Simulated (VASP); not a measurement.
# GaAs (F-43m) in VASP: single point with r2SCAN

Aim: the single point of GaAs with r2SCAN.

All numbers are computed with VASP 6.6.1; they aren't measurements. Logs are shortened: lines on timing, memory, paths and dates and some standing lists are left out, and cuts for length are marked.

**Measured values to compare with.**

“Evidence of valence band perturbations in GaAsN/GaAs(001): A combined variable-angle spectroscopic ellipsometry and modulated photoreflectance investigation”, 2008, arxiv:0805.2212 reports, for a bulk crystal of GaAs at 300 K: band gap 1.418 ± 0.005 eV (direct).

How close the calculation comes is told below.

### 1 Starting point

The structure is cubic, space group F-43m (No. 216). Conventional cell: a = 5.654 Å, b = 5.654 Å, c = 5.654 Å, α = 90.00°, β = 90.00°, γ = 90.00°. Ga (site symmetry -43m) is surrounded by 4 As at 2.45 Å. As (site symmetry -43m) is surrounded by 4 Ga at 2.45 Å.

### 2 Single point, r2SCAN

The input, POSCAR:

```
GaAs
1.0
    0.0000000000      2.8268500000      2.8268500000
    2.8268500000      0.0000000000      2.8268500000
    2.8268500000      2.8268500000      0.0000000000
Ga As
1 1
Direct
    0.0000000000      0.0000000000      0.0000000000
    0.7500000000      0.7500000000      0.7500000000
```

The input, INCAR.step1:

```
SYSTEM = GaAs
ALGO = Normal ; EDIFF = 1E-4
ENCUT = 520 ; GGA = PE
ISMEAR = 0 ; LASPH = .True.
LCHARG = .False. ; LREAL = .False.
LWAVE = .True. ; NBANDS = 16
NELM = 100 ; PREC = Accurate
SIGMA = 0.05
```

The input, INCAR.step2:

```
SYSTEM = GaAs
ALGO = Normal ; EDIFF = 1E-7
ENCUT = 520 ; ISIF = 2
ISMEAR = 0 ; ISTART = 1
LASPH = .True. ; LCHARG = .False.
LMIXTAU = .True. ; LREAL = .False.
LWAVE = .False. ; METAGGA = R2SCAN
NBANDS = 16 ; NELM = 100
PREC = Accurate ; SIGMA = 0.05
```

The input, KPOINTS:

```
k-points
0
Gamma
  8 8 8
  0 0 0
```

Potentials or basis: VASP PAW PBE potentials, release 64 (Ga_d, As).

Started as:

```console
cat potpaw_PBE.64/Ga_d/POTCAR potpaw_PBE.64/As/POTCAR > POTCAR
cp INCAR.step1 INCAR
mpirun -np 1 vasp_std > vasp.out
cp INCAR.step2 INCAR
mpirun -np 1 vasp_std > vasp.out
```

OUTCAR:

```text
SYSTEM = GaAs
   EDIFF = 1E-7
   ENCUT = 520
   ISIF = 2
   ISMEAR = 0
   ISTART = 1
   LASPH = .True.
   LREAL = .False.
   METAGGA = R2SCAN
   NELM = 100
   PREC = Accurate

 ion  position               nearest neighbor table
   1  0.000  0.000  0.000-   2 2.45   2 2.45   2 2.45   2 2.45
   2  0.750  0.750  0.750-   1 2.45   1 2.45   1 2.45   1 2.45

  LATTYP: Found a face centered cubic cell.
 ALAT       =     5.6537000000

  Lattice vectors:

 A1 = (   0.0000000000,   2.8268500000,   2.8268500000)
 A2 = (   2.8268500000,   0.0000000000,   2.8268500000)
 A3 = (   2.8268500000,   2.8268500000,   0.0000000000)

Analysis of symmetry for initial positions (statically):
=====================================================================
 Subroutine PRICEL returns:
 Original cell was already a primitive cell.

 Routine SETGRP: Setting up the symmetry group for a
 face centered cubic supercell.

 Subroutine GETGRP returns: Found 24 space group operations
 (whereof 24 operations were pure point group operations)
 out of a pool of 48 trial point group operations.

The static configuration has the point symmetry T_d .

Analysis of symmetry for dynamics (positions and initial velocities):
=====================================================================
 Subroutine PRICEL returns:
 Original cell was already a primitive cell.

 Routine SETGRP: Setting up the symmetry group for a
 face centered cubic supercell.

 Subroutine GETGRP returns: Found 24 space group operations
 (whereof 24 operations were pure point group operations)
 out of a pool of 48 trial point group operations.

The dynamic configuration has the point symmetry T_d .

 Subroutine INISYM returns: Found 24 space group operations
 (whereof 24 operations are pure point group operations),
 and found     1 'primitive' translations

----------------------------------------------------------------------------------------

                                     Primitive cell

  volume of cell :      45.1792

  direct lattice vectors                    reciprocal lattice vectors
     0.000000000  2.826850000  2.826850000    -0.176875321  0.176875321  0.176875321
     2.826850000  0.000000000  2.826850000     0.176875321 -0.176875321  0.176875321
     2.826850000  2.826850000  0.000000000     0.176875321  0.176875321 -0.176875321

  length of vectors
     3.997769609  3.997769609  3.997769609     0.306357042  0.306357042  0.306357042

  position of ions in fractional coordinates (direct lattice)
     0.000000000  0.000000000  0.000000000
     0.750000000  0.750000000  0.750000000

  ion indices of the primitive-cell ions
   primitive index   ion index
                 1           1
                 2           2

----------------------------------------------------------------------------------------

 KPOINTS: k-points

Automatic generation of k-mesh.
 Grid dimensions read from file:
 generate k-points for:    8    8    8

 Generating k-lattice:

  Cartesian coordinates                     Fractional coordinates (reciprocal lattice)
    -0.022109415  0.022109415  0.022109415     0.125000000  0.000000000  0.000000000
     0.022109415 -0.022109415  0.022109415     0.000000000  0.125000000  0.000000000
     0.022109415  0.022109415 -0.022109415     0.000000000  0.000000000  0.125000000

  Length of vectors
     0.038294630  0.038294630  0.038294630

  Shift w.r.t. Gamma in fractional coordinates (k-lattice)
     0.000000000  0.000000000  0.000000000

 Subroutine IBZKPT returns following result:
 ===========================================

 Found     29 irreducible k-points:

 Following reciprocal coordinates:
            Coordinates               Weight
  0.000000  0.000000  0.000000      1.000000
  0.125000  0.000000  0.000000      8.000000
  0.250000  0.000000  0.000000      8.000000
  0.375000  0.000000  0.000000      8.000000
  0.500000  0.000000  0.000000      4.000000
  0.125000  0.125000  0.000000      6.000000
[... 16 lines left out ...]
  0.500000  0.250000  0.125000     48.000000
 -0.375000  0.250000  0.125000     24.000000
 [... further k-points ...]
   k-points           NKPTS =     29   k-points in BZ     NKDIM =     29   number of bands    NBANDS=     16
   number of dos      NEDOS =    301   number of ions     NIONS =      2
   total plane-waves  NPLWV =  27000
   dimension x,y,z NGX =    30 NGY =   30 NGZ =   30
   dimension x,y,z NGXF=    60 NGYF=   60 NGZF=   60
   ions per type =               1   1
   NGX,Y,Z   is equivalent  to a cutoff of  12.48, 12.48, 12.48 a.u.
   NGXF,Y,Z  is equivalent  to a cutoff of  24.95, 24.95, 24.95 a.u.
 SYSTEM =  GaAs
   PREC   = accura    normal or accurate (medium, high low for compatibility)
   ISTART =      1    job   : 0-new  1-cont  2-samecut
   ICHARG =      0    charge: 1-file 2-atom 10-const
   ISPIN  =      1    spin polarized calculation?
   LNONCOLLINEAR =      F non collinear calculations
   LSORBIT =      F    spin-orbit coupling
   LASPH  =      T    aspherical Exc in radial PAW
   ENCUT  =  520.0 eV  38.22 Ry    6.18 a.u.   7.43  7.43  7.43*2*pi/ulx,y,z
   NELM   =    100;   NELMIN=  2; NELMDL=  0     # of ELM steps
   EDIFF  = 0.1E-06   stopping-criterion for ELM
   LREAL  =      F    real-space projection
   EDIFFG = 0.1E-05   stopping-criterion for IOM
   NSW    =      0    number of steps for IOM
   IBRION =     -1    ionic relax: 0-MD 1-quasi-New 2-CG
   NFREE  =      0    steps in history (QN), initial steepest desc. (CG)
   ISIF   =      2    stress and relaxation
   ISYM   =      2    0-nonsym 1-usesym 2-fastsym
   POTIM  = 0.5000    time-step for ionic-motion
   TEBEG  =    0.0;   TEEND  =   0.0 temperature during run
   PSTRESS=    0.0 pullay stress
   NELECT =      18.0000    total number of electrons
   NUPDOWN=      -1.0000    fix difference up-down
   EMIN   =  10.00;   EMAX   =-10.00  energy-range for DOS
   EFERMI =   0.00;   METHOD = LEGACY
   ISMEAR =     0;   SIGMA  =   0.05  broadening in eV -4-tet -1-fermi 0-gaus
   EFERMI_NEDOS =   21; number of points for ismear=-14 and -15
   IALGO  =     38    algorithm
   IMIX   =      4    mixing-type and parameters
     AMIX     =   0.40;   BMIX     =  1.00
     AMIX_MAG =   1.60;   BMIX_MAG =  1.00
  volume/ion in A,a.u.               =      22.59       152.44
  Fermi-wavevector in a.u.,A,eV,Ry     =   1.204628  2.276417 19.743799  1.451128
  Thomas-Fermi vector in A             =   2.340347
   LORBIT       =      0    0 simple, 1 ext, 2 COOP (PROOUT), +10 PAW based schemes
   METAGGA = R2SCAN    functional components
   LHFCALC =     F    Hartree Fock is set to
   AEXX    =    0.0000 exact exchange contribution
   IVDW    =     0    specifies the selected vdW correction
   LEPSILON=     F    determine dielectric tensor
   LRPA    =     F    only Hartree local field effects (RPA)
 non-spin polarized calculation
 Gauss-broadening in eV      SIGMA  =   0.05
  energy-cutoff  :      520.00
  volume of cell :       45.18
 maximum number of plane-waves:      1243
 NGX is ok and might be reduce to    30
   NGX = 15   NGY = 15   NGZ = 15

 number of electron      17.9999995 magnetization

 Free energy of the ion-electron system (eV)
  ---------------------------------------------------
  ext. energy  EPLUGINS =         0.00000000
  ---------------------------------------------------
  free energy    TOTEN  =       -27.05260635 eV

  energy without entropy =      -27.05260635  energy(sigma->0) =      -27.05260635

 E-fermi :   3.8982     XC(G=0): -10.2554

 val. band max:        3.6794774815   @ k =   0.0000   0.0000   0.0000
 cond. band min:       4.6758044420   @ k =   0.0000   0.0000   0.0000
 fundamental gap:      0.9963269605
 Fermi energy:         3.8982033334

 k-point     1 :       0.0000    0.0000    0.0000
  band No.  band energies     occupation
      1     -11.5563      2.00000
      2     -11.5563      2.00000
      3     -11.5563      2.00000
      4     -11.4668      2.00000
      5     -11.4668      2.00000
      6      -9.5310      2.00000
[... 8 lines left out ...]
     15      14.3105      0.00000
     16      14.3105      0.00000

 k-point     2 :       0.1250    0.0000    0.0000
  band No.  band energies     occupation
      1     -11.5717      2.00000
      2     -11.5525      2.00000
      3     -11.5525      2.00000
      4     -11.4670      2.00000
      5     -11.4670      2.00000
      6      -9.3384      2.00000
[... 8 lines left out ...]
     15      13.4710      0.00000
     16      13.4710      0.00000

 k-point     3 :       0.2500    0.0000    0.0000
  band No.  band energies     occupation
      1     -11.6048      2.00000
      2     -11.5441      2.00000
      3     -11.5441      2.00000
      4     -11.4665      2.00000
      5     -11.4665      2.00000
      6      -8.8023      2.00000
[... 8 lines left out ...]
     15      13.2341      0.00000
     16      13.2831      0.00000

 k-point     4 :       0.3750    0.0000    0.0000
  band No.  band energies     occupation
      1     -11.6337      2.00000
      2     -11.5373      2.00000
      3     -11.5373      2.00000
      4     -11.4644      2.00000
      5     -11.4644      2.00000
      6      -8.0864      2.00000
[... 8 lines left out ...]
     15      14.4627      0.00000
     16      14.4627      0.00000
[... 324 lines left out ...]
 k-point    22 :       0.3750    0.2500    0.1250
  band No.  band energies     occupation
      1     -11.6292      2.00000
      2     -11.5341      2.00000
      3     -11.5311      2.00000
      4     -11.4752      2.00000
      5     -11.4613      2.00000
      6      -8.3516      2.00000
[... 8 lines left out ...]
     15      15.2648      0.00000
     16      15.8114      0.00000

 k-point    23 :       0.5000    0.2500    0.1250
  band No.  band energies     occupation
      1     -11.6474      2.00000
      2     -11.5297      2.00000
      3     -11.5239      2.00000
      4     -11.4739      2.00000
      5     -11.4617      2.00000
      6      -7.6897      2.00000
[... 8 lines left out ...]
     15      15.1807      0.00000
     16      16.6814      0.00000

 k-point    24 :      -0.3750    0.2500    0.1250
  band No.  band energies     occupation
      1     -11.6541      2.00000
      2     -11.5286      2.00000
      3     -11.5212      2.00000
      4     -11.4715      2.00000
      5     -11.4631      2.00000
      6      -7.3204      2.00000
[... 8 lines left out ...]
     15      15.9825      0.00000
     16      16.5684      0.00000

 [... further k-points ...]

------------------------ aborting loop because EDIFF is reached ----------------------------------------

  FORCE on cell =-STRESS in cart. coord.  units (eV):
  Direction    XX          YY          ZZ          XY          YZ          ZX
  --------------------------------------------------------------------------------------
  -------------------------------------------------------------------------------------
  Total        0.1732597      0.1732597      0.1732597     -0.0000000      0.0000000     -0.0000000
  in kB        6.1442627      6.1442627      6.1442627     -0.0000000      0.0000000     -0.0000000
  external PRESSURE =       6.1442627 kB  Pullay stress =       0.0000000 kB

 VOLUME and BASIS-vectors are now :
 -----------------------------------------------------------------------------
  energy-cutoff  :      520.00
  volume of cell :       45.18
      direct lattice vectors                 reciprocal lattice vectors
     0.000000000  2.826850000  2.826850000    -0.176875321  0.176875321  0.176875321
     2.826850000  0.000000000  2.826850000     0.176875321 -0.176875321  0.176875321
     2.826850000  2.826850000  0.000000000     0.176875321  0.176875321 -0.176875321

 POSITION                                       TOTAL-FORCE (eV/Angst)
 -----------------------------------------------------------------------------------
      0.00000      0.00000      0.00000        -0.000000     -0.000000     -0.000000
      4.24027      4.24027      4.24027         0.000000      0.000000      0.000000
 -----------------------------------------------------------------------------------
    total drift:                               -0.000001     -0.000001     -0.000001

  FREE ENERGIE OF THE ION-ELECTRON SYSTEM (eV)
  ---------------------------------------------------
  free  energy   TOTEN  =       -27.0526063481 eV

  energy  without entropy=      -27.0526063481  energy(sigma->0) =      -27.05260635
```

Run time: 81 s. Hardware: 1 thread of Intel Xeon Platinum 8259CL at 2.50GHz (Skylake/Cascade Lake), shared host; peak memory 0.18 GiB.

Results:

- Free energy: -27.0526 eV
- Pressure: 0.6 GPa
- Band gap on the k mesh: 1.00 eV, direct

Levels at points of the mesh, in eV from the valence-band top:
| k point | band 5 | band 6 | band 7 | band 8 | band 9 | band 10 | band 11 | band 12 | band 13 | band 14 |
| --- | --- | --- | --- | --- | --- | --- | --- | --- | --- | --- |
| (0.00, 0.00, 0.00) | -15.15 | -13.21 | 0.00 | 0.00 | 0.00 | 1.00 | 4.04 | 4.04 | 4.04 | 8.25 |
| (0.50, 0.00, 0.00) | -15.14 | -11.36 | -6.82 | -1.19 | -1.19 | 1.36 | 4.99 | 4.99 | 8.29 | 11.14 |
| (0.50, 0.50, 0.00) | -15.13 | -10.58 | -6.99 | -2.78 | -2.78 | 1.76 | 1.95 | 10.86 | 10.86 | 11.75 |

Caveat: the PAW data sets were made with another functional, which shifts forces and pressure a little.

### 3 Comparison with measurements

Step 2. A measured gap of GaAs is 1.418 eV (direct; 300 K; “Evidence of valence band perturbations in GaAsN/GaAs(001): A combined variable-angle spectroscopic ellipsometry and modulated photoreflectance investigation”, 2008, arxiv:0805.2212); the calculated 1.00 eV misses it by -0.42 eV. 3 values of this kind are on record (1.412 to 1.51 eV); this one was drawn at random among those near their median, those with a stated uncertainty first. Spin-orbit coupling on As, Ga is left out. The value is that of r2SCAN on a finite k mesh, which can miss the band edges, without temperature or zero-point motion.
